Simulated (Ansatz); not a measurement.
# Mg: how the settings move a single-point run

Question: which choices in the input matter for Mg?

Computed with Ansatz 0.2.0 (reference: DFT, PBE, all-electron PAW with datasets made for the crystal, scalar-relativistic, unless a step's input says otherwise).

## Step 1: The structure to begin with

The structure is trigonal, space group R-3m (No. 166). Conventional cell: a = 4.145 Å, b = 4.145 Å, c = 2.596 Å, α = 90.00°, β = 90.00°, γ = 120.00°. Mg (site symmetry -3m) is surrounded by 8 Mg at 2.54 to 2.60 Å.

Coordinates:

```cif
data_structure
_symmetry_space_group_name_H-M 'R-3m:H'
_symmetry_Int_Tables_number 166
_cell_length_a 4.1449
_cell_length_b 4.1449
_cell_length_c 2.5957
_cell_angle_alpha 90.000
_cell_angle_beta 90.000
_cell_angle_gamma 120.000
_cell_volume 38.62
loop_
_atom_site_label
_atom_site_type_symbol
_atom_site_symmetry_multiplicity
_atom_site_Wyckoff_symbol
_atom_site_fract_x
_atom_site_fract_y
_atom_site_fract_z
_atom_site_occupancy
Mg1 Mg 3 a 0.00000 0.00000 0.00000 1
```

## Step 2: The reference run

Contents of input.yaml:

```yaml
crystal:
  lattice:
    - [-1.4543525, 1.4765, 1.4765]
    - [1.4765, -1.4543525, 1.4765]
    - [1.4765, 1.4765, -1.4543525]
  atoms:
    - { symbol: Mg, position: [0.0, 0.0, 0.0] }
kpoints:
  mp_grid: { grid: [19, 19, 19] }
scf:
  occupations: { method: fermi_dirac, width: 0.03 }
hamiltonian:
  xc: pbe
  pseudopotentials: { kind: all_electron, datasets: crystal }
output:
  forces: true
  stress: true
  eigenvalues: true
  efg: { contact_densities: true }
```

The run is started by

```bash
ansatz run input.yaml --threads 1 --pin off --max-ram 2048MiB --backend cpu --events-out ev --progress --plain --runs-dir out
```

## Step 3: Changed: n_extra_bands 32, xc rpbe, dispersion d3bj

input.yaml: that of step 2 with these lines changed.

```diff
@@ -11,5 +11,7 @@
   occupations: { method: fermi_dirac, width: 0.03 }
+  n_extra_bands: 32
 hamiltonian:
-  xc: pbe
+  xc: rpbe
   pseudopotentials: { kind: all_electron, datasets: crystal }
+  dispersion: d3bj
 output:
```

**Question.** What will these runs give? Wanted: for each run, ending; energy change; pressure; gap; force.

The runs gave:

```tsv
run	ending	energy change	pressure (GPa)	gap (eV)	force (eV/Å)	cycles	time
reference	converged	-	62.6	0.00	0.00	5	4.8 s
1: n_extra_bands 32, xc rpbe, dispersion d3bj	converged	not comparable	31.6	0.00	0.00	5	10 s
```

Residual by cycle in the longest SCF loop of each run; runs are numbered as in the table. The quantity is the density residual dr2, in eV.

```tsv
cycle	reference	run 1
1	0.0546	0.0579
2	0.016	0.0174
3	7.3e-5	5.5e-5
4	1.1e-5	1.1e-5
5	1.6e-9	1.6e-9
```

After a change of functional the difference of the totals has no physical meaning; the pressure goes from 62.6 to 31.6 GPa. The dispersion term changed too. Cost: 10 s against 4.8 s. The structure is not at rest: the sound run finds 63 GPa, so these are no properties of the relaxed crystal. 
